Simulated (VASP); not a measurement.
# Al: single point with PBE

Crystal: Al.

```
CELL_PARAMETERS angstrom
0.04789 1.96914 2.02685
2.04326 -0.00835 2.08310
2.04058 2.02271 -0.00568
ATOMIC_POSITIONS crystal
Al 0.00598 0.98688 0.02117
```

The cell isn't the ideal one: cell strained at random at fixed volume.

| Quantity | Value |
| --- | --- |
| Program | VASP 6.6.1 |
| Task | single point |
| Functional | PBE |
| Potentials or basis | VASP PAW PBE potentials, release 64 (Al) |
| Cutoff | 520 eV |
| k mesh | 11 × 11 × 11 |
| Occupations | fermi-dirac, width 0.05 eV |
| Spin | no spin polarisation |
| Further INCAR settings | ALGO = Normal; EDIFF = 1e-07; NBANDS = 8 |

| Property | Result |
| --- | --- |
| Pressure | -0.3 GPa |
| Band gap on the k mesh | none (metal or under the smearing width) |

Stress tensor (GPa, compression positive):
```
 0.61 -0.73 -1.15
-0.73  0.52  1.52
-1.15  1.52 -1.93
```

Levels at points of the mesh, in eV from the Fermi level:
```tsv
k point	band 1	band 2	band 3	band 4	band 5
(0.00, 0.00, 0.00)	-11.13	12.00	12.27	13.36	13.49
```

It took 48 s on 1 thread of Intel(R) Xeon(R) Platinum 8488C (Sapphire Rapids) (shared host), peak memory 0.19 GiB.
